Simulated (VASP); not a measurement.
# SrCl2 (Fm-3m) in VASP: further runs

The runs below take SrCl2 through single point, with PBE.

Everything below comes from runs of VASP 6.6.1. Logs are shortened: lines on timing, memory, paths and dates and some standing lists are left out, and cuts for length are marked.

## (1) The structure

The structure is cubic, space group Fm-3m (No. 225). Conventional cell: a = 6.977 Å, b = 6.977 Å, c = 6.977 Å, α = 90.00°, β = 90.00°, γ = 90.00°. Sr (site symmetry m-3m) has 8 Cl at 3.02 Å as nearest neighbours. Cl (site symmetry -43m) is surrounded by 4 Sr at 3.02 Å.

## (2) Single point, PBE

INCAR reads:

```
SYSTEM = SrCl2
ADDGRID = .False. ; ALGO = Normal
EDIFF = 0.01 ; ENCUT = 450
GGA = PE ; ISIF = 2
ISMEAR = 0 ; LASPH = .True.
LCHARG = .False. ; LREAL = .False.
LWAVE = .False. ; NBANDS = 19
NELM = 100 ; PREC = Accurate
SIGMA = 0.05
```

KPOINTS reads:

```
k-points
0
Gamma
  6 6 6
  0 0 0
```

POSCAR reads:

```
SrCl2
1.0
    0.0000000000      3.4883500000      3.4883500000
    3.4883500000      0.0000000000      3.4883500000
    3.4883500000      3.4883500000      0.0000000000
Sr Cl
1 2
Direct
    0.0068970000     -0.0112840000      0.0399150000
    0.7604860000      0.7424010000      0.7508940000
    0.2477780000      0.2469560000      0.2707310000
```

Potentials or basis: VASP PAW PBE potentials, release 64 (Sr_sv, Cl).

On the command line:

```console
> cat potpaw_PBE.64/Sr_sv/POTCAR potpaw_PBE.64/Cl/POTCAR > POTCAR
> mpirun -np 1 vasp_std > vasp.out
```

OUTCAR:

```text
SYSTEM = SrCl2
   EDIFF = 0.01
   ENCUT = 450
   GGA = PE
   ISIF = 2
   ISMEAR = 0
   LASPH = .True.
   LREAL = .False.
   NELM = 100
   PREC = Accurate

 Found    112 irreducible k-points:

 Following reciprocal coordinates:
            Coordinates               Weight
  0.000000  0.000000  0.000000      1.000000
  0.166667  0.000000  0.000000      2.000000
  0.000000  0.166667  0.000000      2.000000
  0.000000  0.000000  0.166667      2.000000
  0.166667  0.166667  0.166667      2.000000
  0.333333  0.000000  0.000000      2.000000
   k-points           NKPTS =    112   k-points in BZ     NKDIM =    112   number of bands    NBANDS=     19
   number of dos      NEDOS =    301   number of ions     NIONS =      3
   total plane-waves  NPLWV =  46656
   dimension x,y,z NGX =    36 NGY =   36 NGZ =   36
   dimension x,y,z NGXF=    72 NGYF=   72 NGZF=   72
   ions per type =               1   2
   NGX,Y,Z   is equivalent  to a cutoff of  12.13, 12.13, 12.13 a.u.
   NGXF,Y,Z  is equivalent  to a cutoff of  24.26, 24.26, 24.26 a.u.
 SYSTEM =  SrCl2
   PREC   = accura    normal or accurate (medium, high low for compatibility)
   ISTART =      0    job   : 0-new  1-cont  2-samecut
   ICHARG =      2    charge: 1-file 2-atom 10-const
   ISPIN  =      1    spin polarized calculation?
   LNONCOLLINEAR =      F non collinear calculations
   LSORBIT =      F    spin-orbit coupling
   LASPH  =      T    aspherical Exc in radial PAW
   ENCUT  =  450.0 eV  33.07 Ry    5.75 a.u.   8.53  8.53  8.53*2*pi/ulx,y,z
   NELM   =    100;   NELMIN=  2; NELMDL= -5     # of ELM steps
   EDIFF  = 0.1E-01   stopping-criterion for ELM
   LREAL  =      F    real-space projection
   EDIFFG = 0.1E+00   stopping-criterion for IOM
   NSW    =      0    number of steps for IOM
   IBRION =     -1    ionic relax: 0-MD 1-quasi-New 2-CG
   NFREE  =      0    steps in history (QN), initial steepest desc. (CG)
   ISIF   =      2    stress and relaxation
   ISYM   =      2    0-nonsym 1-usesym 2-fastsym
   POTIM  = 0.5000    time-step for ionic-motion
   TEBEG  =    0.0;   TEEND  =   0.0 temperature during run
   PSTRESS=    0.0 pullay stress
   NELECT =      24.0000    total number of electrons
   NUPDOWN=      -1.0000    fix difference up-down
   EMIN   =  10.00;   EMAX   =-10.00  energy-range for DOS
   EFERMI =   0.00;   METHOD = LEGACY
   ISMEAR =     0;   SIGMA  =   0.05  broadening in eV -4-tet -1-fermi 0-gaus
   EFERMI_NEDOS =   21; number of points for ismear=-14 and -15
   IALGO  =     38    algorithm
   IMIX   =      4    mixing-type and parameters
     AMIX     =   0.40;   BMIX     =  1.00
     AMIX_MAG =   1.60;   BMIX_MAG =  1.00
  volume/ion in A,a.u.               =      28.30       190.97
  Fermi-wavevector in a.u.,A,eV,Ry     =   1.074439  2.030396 15.706833  1.154420
  Thomas-Fermi vector in A             =   2.210267
   LORBIT       =      0    0 simple, 1 ext, 2 COOP (PROOUT), +10 PAW based schemes
   GGA     = PE    functional components
   LHFCALC =     F    Hartree Fock is set to
   AEXX    =    0.0000 exact exchange contribution
   IVDW    =     0    specifies the selected vdW correction
   LEPSILON=     F    determine dielectric tensor
   LRPA    =     F    only Hartree local field effects (RPA)
 non-spin polarized calculation
 Gauss-broadening in eV      SIGMA  =   0.05
  energy-cutoff  :      450.00
  volume of cell :       84.90
 maximum number of plane-waves:      1868
 NGX is ok and might be reduce to    36
   NGX = 17   NGY = 17   NGZ = 17

 number of electron      24.0000000 magnetization

 Free energy of the ion-electron system (eV)
  ---------------------------------------------------
  ext. energy  EPLUGINS =         0.00000000
  ---------------------------------------------------
  free energy    TOTEN  =       -12.74061733 eV

  energy without entropy =      -12.74061733  energy(sigma->0) =      -12.74061733

 E-fermi :   0.4103     XC(G=0):  -8.3257

 val. band max:        0.1329024784   @ k =   0.5000   0.5000   0.0000
 cond. band min:       5.4065635646   @ k =   0.0000   0.0000   0.0000
 fundamental gap:      5.2736610862
 Fermi energy:         0.4103032090

 k-point     1 :       0.0000    0.0000    0.0000
  band No.  band energies     occupation
      1     -32.7503      2.00000
      2     -14.7579      2.00000
      3     -14.7451      2.00000
      4     -14.7422      2.00000
      5     -13.1858      2.00000
      6     -12.3486      2.00000
      7      -2.0275      2.00000
      8      -2.0050      2.00000
      9      -1.9704      2.00000
     10      -0.2386      2.00000
     11      -0.2254      2.00000
     12      -0.2174      2.00000
     13       5.4066      0.00000
     14       6.2306      0.00000
     15       6.2751      0.00000
     16       8.9290      0.00000
     17       8.9438      0.00000
     18       9.1519      0.00000
     19       9.4437      0.00000

 k-point     2 :       0.1667    0.0000    0.0000
  band No.  band energies     occupation
      1     -32.7495      2.00000
      2     -14.8345      2.00000
      3     -14.7558      2.00000
      4     -14.7465      2.00000
      5     -13.0450      2.00000
      6     -12.3986      2.00000
      7      -1.9437      2.00000
      8      -1.9114      2.00000
      9      -1.7839      2.00000
     10      -0.5319      2.00000
     11      -0.3730      2.00000
     12      -0.3580      2.00000
     13       6.0042      0.00000
     14       6.4283      0.00000
     15       6.4694      0.00000
     16       8.0903      0.00000
     17       8.8346      0.00000
     18       8.9428      0.00000
     19       9.7771      0.00000

 k-point     3 :       0.0000    0.1667    0.0000
  band No.  band energies     occupation
      1     -32.7495      2.00000
      2     -14.8405      2.00000
      3     -14.7556      2.00000
      4     -14.7479      2.00000
      5     -13.0319      2.00000
      6     -12.4030      2.00000
      7      -1.9372      2.00000
      8      -1.8834      2.00000
      9      -1.7978      2.00000
     10      -0.5406      2.00000
     11      -0.3779      2.00000
     12      -0.3659      2.00000
     13       5.9881      0.00000
     14       6.4254      0.00000
     15       6.4823      0.00000
     16       8.1203      0.00000
     17       8.7708      0.00000
     18       8.8753      0.00000
     19       9.8018      0.00000

 k-point     4 :       0.0000    0.0000    0.1667
  band No.  band energies     occupation
      1     -32.7495      2.00000
      2     -14.8544      2.00000
      3     -14.7496      2.00000
      4     -14.7459      2.00000
      5     -13.0207      2.00000
      6     -12.4069      2.00000
      7      -1.8996      2.00000
      8      -1.8837      2.00000
      9      -1.8147      2.00000
     10      -0.5462      2.00000
     11      -0.3854      2.00000
     12      -0.3754      2.00000
     13       5.9706      0.00000
     14       6.4381      0.00000
     15       6.4800      0.00000
     16       8.1339      0.00000
     17       8.7466      0.00000
     18       8.8029      0.00000
     19       9.9369      0.00000

 k-point     5 :       0.1667    0.1667    0.1667
  band No.  band energies     occupation
      1     -32.7495      2.00000
      2     -14.8387      2.00000
      3     -14.7527      2.00000
      4     -14.7458      2.00000
      5     -13.0443      2.00000
      6     -12.3989      2.00000
      7      -1.9351      2.00000
      8      -1.9072      2.00000
      9      -1.7947      2.00000
     10      -0.5271      2.00000
     11      -0.3741      2.00000
     12      -0.3633      2.00000
     13       6.0021      0.00000
     14       6.4120      0.00000
     15       6.4820      0.00000
     16       8.0697      0.00000
     17       8.8732      0.00000
     18       8.9340      0.00000
     19       9.8899      0.00000

 k-point     6 :       0.3333    0.0000    0.0000
  band No.  band energies     occupation
      1     -32.7480      2.00000
      2     -14.9658      2.00000
      3     -14.7674      2.00000
      4     -14.7531      2.00000
      5     -12.8448      2.00000
      6     -12.4420      2.00000
      7      -1.7103      2.00000
      8      -1.6769      2.00000
      9      -1.4511      2.00000
     10      -1.0239      2.00000
     11      -0.7080      2.00000
     12      -0.6492      2.00000
     13       6.6982      0.00000
     14       6.7940      0.00000
     15       6.9898      0.00000
     16       8.0244      0.00000
     17       8.7423      0.00000
     18       8.8505      0.00000
     19       9.2150      0.00000

 [... further k-points ...]

------------------------ aborting loop because EDIFF is reached ----------------------------------------

  FORCE on cell =-STRESS in cart. coord.  units (eV):
  Direction    XX          YY          ZZ          XY          YZ          ZX
  --------------------------------------------------------------------------------------
  -------------------------------------------------------------------------------------
  Total        1.0266958      0.9742147      1.0211877      0.1912512     -0.2404893     -0.0896921
  in kB       19.3759149     18.3854849     19.2719651      3.6093127     -4.5385398     -1.6926799
  external PRESSURE =      19.0111216 kB  Pullay stress =       0.0000000 kB

 VOLUME and BASIS-vectors are now :
 -----------------------------------------------------------------------------
  energy-cutoff  :      450.00
  volume of cell :       84.90
      direct lattice vectors                 reciprocal lattice vectors
     0.000000000  3.488350000  3.488350000    -0.143334241  0.143334241  0.143334241
     3.488350000  0.000000000  3.488350000     0.143334241 -0.143334241  0.143334241
     3.488350000  3.488350000  0.000000000     0.143334241  0.143334241 -0.143334241

 POSITION                                       TOTAL-FORCE (eV/Angst)
 -----------------------------------------------------------------------------------
      3.58822      0.16330      3.47305        -0.250183     -0.331177      0.095814
      5.20914      5.27222      5.24260         0.315623      0.231424     -0.161027
      1.80587      1.80874      1.72581        -0.065440      0.099753      0.065213
 -----------------------------------------------------------------------------------
    total drift:                                0.000823      0.001363      0.000279

  FREE ENERGIE OF THE ION-ELECTRON SYSTEM (eV)
  ---------------------------------------------------
  free  energy   TOTEN  =       -12.7406173324 eV

  energy  without entropy=      -12.7406173324  energy(sigma->0) =      -12.74061733
```

Wall time 66 s (1 thread of Intel Xeon Platinum 8488C (Sapphire Rapids), shared host); peak memory 0.28 GiB.

These settings aren't checked as converged: the numbers below hold their error.

Results:

```
Free energy            : -12.7406 eV
Pressure               : 1.9 GPa
Largest force          : 0.426 eV/Å
Band gap on the k mesh : 5.27 eV, indirect (least direct gap 5.48 eV)
```

## (3) Single point, PBE

Changes to INCAR since step 2:

```diff
@@ -2,3 +2,3 @@
 ADDGRID = .False. ; ALGO = Normal
-EDIFF = 0.01 ; ENCUT = 450
+EDIFF = 0.001 ; ENCUT = 450
 GGA = PE ; ISIF = 2
```

KPOINTS is that of step 2.

POSCAR reads:

```
SrCl2
1.0
    0.0000000000      3.4883500000      3.4883500000
    3.4883500000      0.0000000000      3.4883500000
    3.4883500000      3.4883500000      0.0000000000
Sr Cl
1 2
Direct
    0.0000000000      0.0000000000      0.0000000000
    0.7500000000      0.7500000000      0.7500000000
    0.2500000000      0.2500000000      0.2500000000
```

Potentials or basis: VASP PAW PBE potentials, release 64 (Sr_sv, Cl).

On the command line:

```console
> cat potpaw_PBE.64/Sr_sv/POTCAR potpaw_PBE.64/Cl/POTCAR > POTCAR
> mpirun -np 1 vasp_std > vasp.out
```

Wall time 15 s (1 thread of Intel Xeon Platinum 8488C (Sapphire Rapids), shared host); peak memory 0.2 GiB.

These settings aren't checked as converged: the numbers below hold their error.

Results:

| Quantity | Value |
| --- | --- |
| Free energy | -12.7809 eV |
| Pressure | 1.1 GPa |
| Band gap on the k mesh | 5.33 eV, indirect (least direct gap 5.50 eV) |

## (4) Single point, PBE

INCAR is that of step 3.

KPOINTS is that of step 3.

POSCAR reads:

```
SrCl2
1.0
    0.0000000000      3.4883500000      3.4883500000
    3.4883500000      0.0000000000      3.4883500000
    3.4883500000      3.4883500000      0.0000000000
Sr Cl
1 2
Direct
    0.0068970000     -0.0112840000      0.0399150000
    0.7604860000      0.7424010000      0.7508940000
    0.2477780000      0.2469560000      0.2707310000
```

Potentials or basis: VASP PAW PBE potentials, release 64 (Sr_sv, Cl).

On the command line:

```console
> cat potpaw_PBE.64/Sr_sv/POTCAR potpaw_PBE.64/Cl/POTCAR > POTCAR
> mpirun -np 1 vasp_std > vasp.out
```

OUTCAR:

```text
SYSTEM = SrCl2
   EDIFF = 0.001
   ENCUT = 450
   GGA = PE
   ISIF = 2
   ISMEAR = 0
   LASPH = .True.
   LREAL = .False.
   NELM = 100
   PREC = Accurate

 Found    112 irreducible k-points:

 Following reciprocal coordinates:
            Coordinates               Weight
  0.000000  0.000000  0.000000      1.000000
  0.166667  0.000000  0.000000      2.000000
  0.000000  0.166667  0.000000      2.000000
  0.000000  0.000000  0.166667      2.000000
  0.166667  0.166667  0.166667      2.000000
  0.333333  0.000000  0.000000      2.000000
   k-points           NKPTS =    112   k-points in BZ     NKDIM =    112   number of bands    NBANDS=     19
   number of dos      NEDOS =    301   number of ions     NIONS =      3
   total plane-waves  NPLWV =  46656
   dimension x,y,z NGX =    36 NGY =   36 NGZ =   36
   dimension x,y,z NGXF=    72 NGYF=   72 NGZF=   72
   ions per type =               1   2
   NGX,Y,Z   is equivalent  to a cutoff of  12.13, 12.13, 12.13 a.u.
   NGXF,Y,Z  is equivalent  to a cutoff of  24.26, 24.26, 24.26 a.u.
 SYSTEM =  SrCl2
   PREC   = accura    normal or accurate (medium, high low for compatibility)
   ISTART =      0    job   : 0-new  1-cont  2-samecut
[... 56 lines left out ...]

 E-fermi :   0.4239     XC(G=0):  -8.3136

 val. band max:        0.1575800517   @ k =   0.5000   0.5000   0.0000
 cond. band min:       5.4253792135   @ k =   0.0000   0.0000   0.0000
 fundamental gap:      5.2677991618
 Fermi energy:         0.4238909713

 k-point     1 :       0.0000    0.0000    0.0000
  band No.  band energies     occupation
      1     -32.7453      2.00000
      2     -14.7536      2.00000
      3     -14.7409      2.00000
      4     -14.7381      2.00000
      5     -13.1600      2.00000
      6     -12.3203      2.00000
[... 109 lines left out ...]
      6     -12.4156      2.00000
[... 11 lines left out ...]
     18       8.8581      0.00000
     19       9.2318      0.00000

 [... further k-points ...]

------------------------ aborting loop because EDIFF is reached ----------------------------------------

  FORCE on cell =-STRESS in cart. coord.  units (eV):
  Direction    XX          YY          ZZ          XY          YZ          ZX
  --------------------------------------------------------------------------------------
  -------------------------------------------------------------------------------------
  Total        0.7168065      0.6640106      0.7096770      0.1924426     -0.2413344     -0.0901117
  in kB       13.5276497     12.5312802     13.3931017      3.6317984     -4.5544883     -1.7005973
  external PRESSURE =      13.1506772 kB  Pullay stress =       0.0000000 kB

 VOLUME and BASIS-vectors are now :
 -----------------------------------------------------------------------------
  energy-cutoff  :      450.00
  volume of cell :       84.90
      direct lattice vectors                 reciprocal lattice vectors
     0.000000000  3.488350000  3.488350000    -0.143334241  0.143334241  0.143334241
     3.488350000  0.000000000  3.488350000     0.143334241 -0.143334241  0.143334241
     3.488350000  3.488350000  0.000000000     0.143334241  0.143334241 -0.143334241

 POSITION                                       TOTAL-FORCE (eV/Angst)
 -----------------------------------------------------------------------------------
      3.58822      0.16330      3.47305        -0.249980     -0.331142      0.095159
      5.20914      5.27222      5.24260         0.317201      0.231752     -0.160986
      1.80587      1.80874      1.72581        -0.067221      0.099390      0.065826
 -----------------------------------------------------------------------------------
    total drift:                                0.002405      0.003616     -0.000573

  FREE ENERGIE OF THE ION-ELECTRON SYSTEM (eV)
  ---------------------------------------------------
  free  energy   TOTEN  =       -12.7415804464 eV

  energy  without entropy=      -12.7415804464  energy(sigma->0) =      -12.74158045
```

OSZICAR:

```text
N       E                     dE             d eps       ncg     rms          rms(c)
DAV:   1     0.127301763986E+03    0.12730E+03   -0.10440E+04  4256   0.100E+03
DAV:   2    -0.454409786003E+01   -0.13185E+03   -0.12768E+03  5524   0.213E+02
DAV:   3    -0.128541309734E+02   -0.83100E+01   -0.82862E+01  6492   0.516E+01
DAV:   4    -0.130240956548E+02   -0.16996E+00   -0.16967E+00  6347   0.646E+00
DAV:   5    -0.130271454761E+02   -0.30498E-02   -0.30495E-02  6210   0.770E-01    0.133E+01
DAV:   6    -0.127259691343E+02    0.30118E+00   -0.60160E-01  4861   0.435E+00    0.851E+00
DAV:   7    -0.127350005365E+02   -0.90314E-02   -0.37345E-01  5750   0.363E+00    0.214E+00
DAV:   8    -0.127406100350E+02   -0.56095E-02   -0.55325E-02  4731   0.129E+00    0.418E-01
DAV:   9    -0.127415804464E+02   -0.97041E-03   -0.20131E-03  5240   0.270E-01
   1 F= -.12741580E+02 E0= -.12741580E+02  d E =-.110836E-15
```

stdout:

```text
POSCAR found type information on POSCAR SrCl
 POSCAR found :  2 types and       3 ions
 scaLAPACK will be used
 LDA part: xc-table for (Slater+PW92), standard interpolation
 POSCAR, INCAR and KPOINTS ok, starting setup
 FFT: planning ... GRIDC
 FFT: planning ... GRID_SOFT
 FFT: planning ... GRID
 WAVECAR not read
 entering main loop
```

It took 69 s on 1 thread of Intel Xeon Platinum 8488C (Sapphire Rapids), shared host; peak memory 0.28 GiB.

The run converged, but some of its settings lie outside the range that counts as converged, so its numbers aren't taken as properties of the crystal.

Results:

| Quantity | Value |
| --- | --- |
| Free energy | -12.7416 eV |
| Pressure | 1.3 GPa |
| Largest force | 0.426 eV/Å |
| Band gap on the k mesh | 5.27 eV, indirect (least direct gap 5.47 eV) |

## (5) The reference run

An earlier run on the cell as given: functional PBE; potentials or basis VASP PAW PBE potentials, release 64 (Sr_sv, Cl); cutoff 520 eV; k mesh 7 × 7 × 7; occupations fermi-dirac, width 0.05 eV; no spin polarisation.

- Pressure: 1.1 GPa
- Band gap on the k mesh: 5.37 eV, indirect (least direct gap 5.68 eV)
